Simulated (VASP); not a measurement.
# Sr (Fm-3m) in VASP: notebook

The runs below take Sr through relaxation of the atoms, relaxation of cell and atoms, with PBE+D3(BJ), r2SCAN.

Program: VASP 6.6.1. These are calculated values, not measurements. Logs are shortened: lines on timing, memory, paths and dates and some standing lists are left out, and cuts for length are marked.

## Step 1: The crystal as given

It takes space group Fm-3m (No. 225, cubic). The conventional cell has a = 6.085 Å, b = 6.085 Å, c = 6.085 Å, α = 90.00°, β = 90.00°, γ = 90.00°. Sr (site symmetry m-3m) is surrounded by 12 Sr at 4.30 Å.

## Step 2: Relaxation of the atoms, PBE+D3(BJ) (cell strained at random at fixed volume)

run.py reads:

```python
from ase.calculators.vasp import Vasp
from ase.optimize import LBFGS
from ase.spacegroup import crystal

atoms = crystal(
    ['Sr'],
    basis=[[0.0, 0.5, 0.0]],
    spacegroup=2,
    setting=1,
    cellpar=[4.19549869, 4.24425237, 4.33344278, 60.87616579, 61.25999722, 62.20019797],
    primitive_cell=True,
)
calc = Vasp(
    directory='calc',
    xc='pbe',
    pp='PBE',
    setups='minimal',
    prec='Accurate',
    encut=500,
    ediff=1e-06,
    ismear=1,
    sigma=0.1,
    lreal=False,
    lasph=True,
    nelm=60,
    algo='Normal',
    isif=2,
    lwave=False,
    lcharg=False,
    ivdw=12,
    kpts=[8, 8, 8],
    gamma=True,
)
atoms.calc = calc
opt = LBFGS(atoms, trajectory='relax.traj')
converged = opt.run(fmax=0.01, steps=40)
print('converged:', converged)

print('energy (eV):', atoms.get_potential_energy())
print('free energy (eV):', atoms.get_potential_energy(force_consistent=True))
print('forces (eV/A):')
print(atoms.get_forces())
print('stress (eV/A^3, Voigt):', atoms.get_stress())
print('Fermi level (eV):', calc.get_fermi_level())
print('cell (A, degrees):', atoms.cell.cellpar())
print('volume (A^3):', atoms.get_volume())
print('scaled positions:')
print(atoms.get_scaled_positions())
```

Potentials or basis: VASP PAW PBE potentials, release 64 (Sr_sv).

On the command line:

```console
$ python run.py
```

What it wrote:

```text
Step     Time          Energy          fmax
LBFGS:    0       -1.826624        0.000000
converged: True
energy (eV): -1.8266920599999998
free energy (eV): -1.82662444
forces (eV/A):
[[0. 0. 0.]]
stress (eV/A^3, Voigt): [ 0.00241323  0.00592285  0.00811136 -0.00055062 -0.00070304 -0.00181268]
Fermi level (eV): 1.47066867
cell (A, degrees): [ 4.19549869  4.24425237  4.33344278 60.87616579 61.25999722 62.20019797]
volume (A^3): 56.31933135727254
scaled positions:
[[1.  0.5 0. ]]
```

OUTCAR:

```text
ENCUT = 500.000000
   EDIFF = 1.00e-06
   GGA = PE
   PREC = Accurate
   ISIF = 2
   ISMEAR = 1
   NELM = 60
   IVDW = 12
   LASPH = .TRUE.
   LREAL = .FALSE.
 IVDW          = 12

 ion  position               nearest neighbor table
   1  0.000  0.500  0.000-

  LATTYP: Found a triclinic cell.
 ALAT       =     7.3956306373
 B/A-ratio  =     0.5859463503
 C/A-ratio  =     0.5894865882
 COS(alpha) =     0.0110850556
 COS(beta)  =     0.3076194530
 COS(gamma) =     0.8652562158

  Lattice vectors:

 A1 = (  -4.0631239985,  -5.0400715209,  -3.5754796825)
 A2 = (  -2.0836743672,  -1.2856797809,  -3.5754796825)
 A3 = (   2.2160490587,  -3.7543917400,   0.0000000000)

Analysis of symmetry for initial positions (statically):
=====================================================================
 Subroutine PRICEL returns:
 Original cell was already a primitive cell.

 Routine SETGRP: Setting up the symmetry group for a
 triclinic supercell.

 Subroutine GETGRP returns: Found  2 space group operations
 (whereof  2 operations were pure point group operations)
 out of a pool of  2 trial point group operations.

The static configuration has the point symmetry S_2 .

Analysis of symmetry for dynamics (positions and initial velocities):
=====================================================================
 Subroutine PRICEL returns:
 Original cell was already a primitive cell.

 Routine SETGRP: Setting up the symmetry group for a
 triclinic supercell.

 Subroutine GETGRP returns: Found  2 space group operations
 (whereof  2 operations were pure point group operations)
 out of a pool of  2 trial point group operations.

The dynamic configuration has the point symmetry S_2 .

[... 127 lines left out ...]
 non-spin polarized calculation
 Methfessel and Paxton  Order N= 1 SIGMA  =   0.10
  energy-cutoff  :      500.00
  volume of cell :       56.32
 maximum number of plane-waves:      1444
   NGX = 15   NGY = 15   NGZ = 15

 number of electron      10.0000000 magnetization

 Free energy of the ion-electron system (eV)
  ---------------------------------------------------
  ext. energy  EPLUGINS =         0.00000000
  ---------------------------------------------------
  free energy    TOTEN  =        -1.63567853 eV

  energy without entropy =       -1.63588141  energy(sigma->0) =       -1.63574615

 E-fermi :   1.4707     XC(G=0):  -7.2780

 val. band max:        1.4469164896   @ k =   0.0000   0.0000   0.5000
 cond. band min:       1.4827668889   @ k =  -0.1250   0.5000   0.1250
 fundamental gap:      0.0358503993
 Fermi energy:         1.4706686725

 k-point     1 :       0.0000    0.0000    0.0000
  band No.  band energies     occupation
      1     -35.1651      2.00000
      2     -17.0583      2.00000
      3     -17.0570      2.00000
      4     -17.0531      2.00000
      5      -2.1054      2.00000
      6       3.6773      0.00000
      7       3.7291      0.00000
      8       4.0484      0.00000
      9       5.1290      0.00000
[... 265 lines left out ...]
 k-point    24 :       0.2500    0.3750   -0.0000
  band No.  band energies     occupation
      1     -35.1527      2.00000
      2     -17.1824      2.00000
      3     -17.1107      2.00000
      4     -17.1008      2.00000
      5      -0.1215      2.00000
      6       2.2365     -0.00000
      7       3.1302     -0.00000
      8       4.5469      0.00000
      9       4.9964      0.00000

 [... further k-points ...]

------------------------ aborting loop because EDIFF is reached ----------------------------------------

 Edisp (eV)   -0.19095

 E8    (eV) :    -0.1046

  FORCE on cell =-STRESS in cart. coord.  units (eV):
  Direction    XX          YY          ZZ          XY          YZ          ZX
  --------------------------------------------------------------------------------------
  -------------------------------------------------------------------------------------
  Total      -0.13591    -0.33357    -0.45683     0.10209     0.03101     0.03959
  in kB      -3.86642    -9.48945   -12.99583     2.90424     0.88220     1.12639
  external pressure =       -8.78 kB  Pullay stress =        0.00 kB

 VOLUME and BASIS-vectors are now :
 -----------------------------------------------------------------------------
  energy-cutoff  :      500.00
  volume of cell :       56.32
      direct lattice vectors                 reciprocal lattice vectors
     4.195498690  0.000000000  0.000000000     0.238350688 -0.125667009 -0.093715450
     1.979449631  3.754391740  0.000000000     0.000000000  0.266354730 -0.095776489
     2.083674367  1.285679781  3.575479683     0.000000000  0.000000000  0.279682753

 POSITION                                       TOTAL-FORCE (eV/Angst)
 -----------------------------------------------------------------------------------
      0.98972      1.87720      0.00000         0.000000      0.000000      0.000000
 -----------------------------------------------------------------------------------
    total drift:                                0.000000      0.000000      0.000000

  FREE ENERGIE OF THE ION-ELECTRON SYSTEM (eV)
  ---------------------------------------------------
  free  energy   TOTEN  =        -1.8266244432 eV

  energy  without entropy=       -1.8268273311  energy(sigma->0) =       -1.82669207
```

INCAR:

```text
ENCUT = 500.000000
SIGMA = 0.100000
EDIFF = 1.00e-06
ALGO = Normal
GGA = PE
PREC = Accurate
ISIF = 2
ISMEAR = 1
NELM = 60
IVDW = 12
LASPH = .TRUE.
LCHARG = .FALSE.
LWAVE = .FALSE.
LREAL = .FALSE.
```

It took 46 s on 1 thread of Intel Xeon 6975P-C (Granite Rapids), shared host; peak memory 0.27 GiB.

What came out:

```yaml
Free_energy: -1.8266 eV
Pressure_after_relaxing: -0.9 GPa
Band_gap_on_the_k_mesh: none (metal or under the smearing width)
Dispersion_energy_per_atom: -0.191 eV
```

Stress tensor (GPa, compression positive):
```
-0.39  0.29  0.11
 0.29 -0.95  0.09
 0.11  0.09 -1.30
```

Final structure:
```xyz
1
Lattice="4.1955 0.0000 0.0000 1.9794 3.7544 0.0000 2.0837 1.2857 3.5755" Properties=species:S:1:pos:R:3 pbc="T T T"
Sr    0.9897    1.8772    0.0000
```

Caveat: the relaxation stopped at its first step, so nothing moved; pairwise dispersion overbinds metals, which lowers pressure and volume.

## Step 3: Relaxation of cell and atoms, r2SCAN

INCAR reads:

```
PREC     = Accurate       # precision mode
ENCUT    = 600            # plane-wave cutoff, eV
EDIFF    = 1E-6           # SCF threshold, eV
ISMEAR   = -1             # smearing method
SIGMA    = 0.05           # smearing width, eV
LREAL    = False          # projectors in reciprocal space
LASPH    = True           # aspherical terms in the spheres
NELM     = 60             # most SCF steps
ALGO     = Normal         # electronic algorithm
ISIF     = 3              # what is computed and relaxed
LWAVE    = False          # write WAVECAR
LCHARG   = False          # write CHGCAR
METAGGA  = R2SCAN         # meta-GGA
LMIXTAU  = True         
IBRION   = 2              # ionic algorithm
NSW      = 40             # ionic steps
EDIFFG   = -0.01          # ionic threshold
```

KPOINTS reads:

```
Automatic mesh
0
Gamma
  8 8 8
```

POSCAR reads:

```
Sr
1.0
    0.0000000000      3.0423500000      3.0423500000
    3.0423500000      0.0000000000      3.0423500000
    3.0423500000      3.0423500000      0.0000000000
Sr
1
Direct
    0.0000000000      0.0000000000      0.0000000000
```

Potentials or basis: VASP PAW PBE potentials, release 64 (Sr_sv).

On the command line:

```console
$ cat potpaw_PBE.64/Sr_sv/POTCAR > POTCAR
$ mpirun -np 1 vasp_std > vasp.out
```

Wall time 2.9 min (1 thread of Intel Xeon Platinum 8259CL at 2.50GHz (Skylake/Cascade Lake), shared host); peak memory 0.23 GiB.

The run converged. Its results:

```
Free energy                            : -15.1064 eV
Relaxed volume                         : 56.66 Å³/atom
Relaxed cell                           : a = 4.311 Å, b = 4.311 Å, c = 4.311 Å, α = 60.00°, β = 60.00°, γ = 60.00°
Space group after relaxing (to 0.05 Å) : Fm-3m (No. 225)
Energy gained by relaxing              : 0.1 meV/atom
Ionic steps                            : 3
Pressure after relaxing                : 0.0 GPa
Band gap on the k mesh                 : none (metal or under the smearing width)
```

Final structure:
```cif
data_structure
_symmetry_space_group_name_H-M 'P 1'
_symmetry_Int_Tables_number 1
_cell_length_a 4.3111
_cell_length_b 4.3111
_cell_length_c 4.3111
_cell_angle_alpha 60.000
_cell_angle_beta 60.000
_cell_angle_gamma 60.000
_cell_volume 56.66
loop_
_atom_site_label
_atom_site_type_symbol
_atom_site_fract_x
_atom_site_fract_y
_atom_site_fract_z
_atom_site_occupancy
Sr1 Sr 0.00000 0.00000 0.00000 1
```

Levels at points of the mesh, in eV from the Fermi level:
| k point | band 2 | band 3 | band 4 | band 5 | band 6 | band 7 | band 8 | band 9 |
| --- | --- | --- | --- | --- | --- | --- | --- | --- |
| (0.00, 0.00, 0.00) | -19.29 | -19.29 | -19.29 | -3.74 | 2.72 | 2.72 | 2.72 | 4.22 |
| (0.50, 0.00, 0.00) | -19.48 | -19.32 | -19.32 | -1.00 | -0.02 | 2.53 | 2.53 | 5.27 |
| (0.50, 0.50, 0.00) | -19.46 | -19.36 | -19.36 | -0.52 | 0.56 | 1.03 | 5.27 | 5.58 |

Caveat: the PAW data sets were made with another functional, which shifts forces and pressure a little.

## Step 4: For comparison

An earlier run on the cell as given: functional PBE; potentials or basis VASP PAW PBE potentials, release 64 (Sr_sv); cutoff 520 eV; k mesh 8 × 8 × 8; occupations fermi-dirac, width 0.05 eV; no spin polarisation.

* Pressure: -0.3 GPa
* Band gap on the k mesh: none (metal or under the smearing width)

## Step 5: Overview

| task | level | cell | cutoff (eV) | smearing | optimiser | ladder | gap on the mesh (eV) | pressure (GPa) |
| --- | --- | --- | --- | --- | --- | --- | --- | --- |
| relaxation of the atoms | PBE+D3(BJ) | atoms relaxed from: cell strained at random at fixed volume | 500 | methfessel-paxton 0.1 eV | LBFGS | - | none | -0.9 |
| relaxation of cell and atoms | r2SCAN | relaxed | 600 | fermi-dirac 0.05 eV | - | gaps | none | 0.0 |
| single point | PBE | as given | 520 | fermi-dirac 0.05 eV | - | - | none | -0.3 |

Alike in all rows: potentials or basis VASP PAW PBE potentials, release 64 (Sr_sv); no spin polarisation; k mesh 8 × 8 × 8.

Caveats: the relaxation stopped at its first step, so nothing moved (some runs); pairwise dispersion overbinds metals, which lowers pressure and volume (some runs); the PAW data sets were made with another functional, which shifts forces and pressure a little (some runs).

Absolute energies hang on the potentials; compare differences alone.
